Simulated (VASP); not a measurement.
ZrH:

```
CELL_PARAMETERS angstrom
0.00000 2.27000 2.27000
2.27000 0.00000 2.27000
2.27000 2.27000 0.00000
ATOMIC_POSITIONS crystal
Zr 0.00000 0.00000 0.00000
H 0.75000 0.75000 0.75000
```

The cell was built by a generator and needn't be a form met in nature.

```yaml
Program: VASP 6.6.1
Task: relaxation of cell and atoms
Functional: PBE
Potentials_or_basis: VASP PAW PBE potentials, release 64 (Zr_sv, H)
Cutoff: 520 eV
k_mesh: 8 × 8 × 8
Occupations: gaussian, width 0.15 eV
Spin: no spin polarisation
```

At the start: pressure 20.5 GPa; volume 11.70 Å³/atom.

**Question.** How do energy, volume and symmetry change on relaxing?

**Answer.** Over 3 steps the energy falls by 101.2 meV/atom and the volume is 13.44 Å³/atom (+14.9 %); space group F-43m (No. 216, to 0.05 Å).

The path:
| step | energy change (eV) | largest force (eV/Å) | pressure (GPa) | volume (Å³) |
| --- | --- | --- | --- | --- |
| 1 | 0.0000 | 0.0000 | 20.49 | 23.39 |
| 2 | -0.1568 | 0.0000 | -6.46 | 28.83 |
| 3 | -0.2024 | 0.0000 | -0.37 | 26.89 |

Final structure:
```
Zr H
1.0
     0.00000    2.37785    2.37785
     2.37785    0.00000    2.37785
     2.37785    2.37785    0.00000
Zr H
1 1
Direct
  0.00000 0.00000 0.00000
  0.75000 0.75000 0.75000
```
